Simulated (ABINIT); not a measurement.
BP:

```
P B
1.0
     0.00000    2.26900    2.26900
     2.26900    0.00000    2.26900
     2.26900    2.26900    0.00000
P B
1 1
Cartesian
  3.4035 3.4035 3.4035
  0.0000 0.0000 0.0000
```

Program: ABINIT 10.8.3 (patched build). Alike in all runs: task band structure; no spin polarisation; cell as given; k mesh 10 × 10 × 10; smearing fermi-dirac 0.05 eV.

Q: Order these runs on this cell by their pressure, lowest first.
A. level PBEsol; potentials or basis PseudoDojo NC SR PBEsol v0.4.1 standard; cutoff (eV) 1034
B. level rPW86PBE; potentials or basis JTH PAW PBE v2.0; cutoff (eV) 544; fine-grid cutoff 1088.46 eV
C. level LDA; potentials or basis PseudoDojo NC SR LDA v0.4.1 standard; cutoff (eV) 1034
D. level PBE; potentials or basis JTH PAW PBE v2.0; cutoff (eV) 544; fine-grid cutoff 1088.46 eV
E. level BLYP; potentials or basis PseudoDojo NC SR PBE v0.4.1 standard; cutoff (eV) 1034

A: C (-5.6 GPa), A (-1.9 GPa), D (1.0 GPa), B (4.3 GPa), E (7.1 GPa).

Caveats: the PAW data sets were made with another functional, which shifts forces and pressure a little (some runs); the potentials were made for another functional, which shifts forces and pressure (some runs).
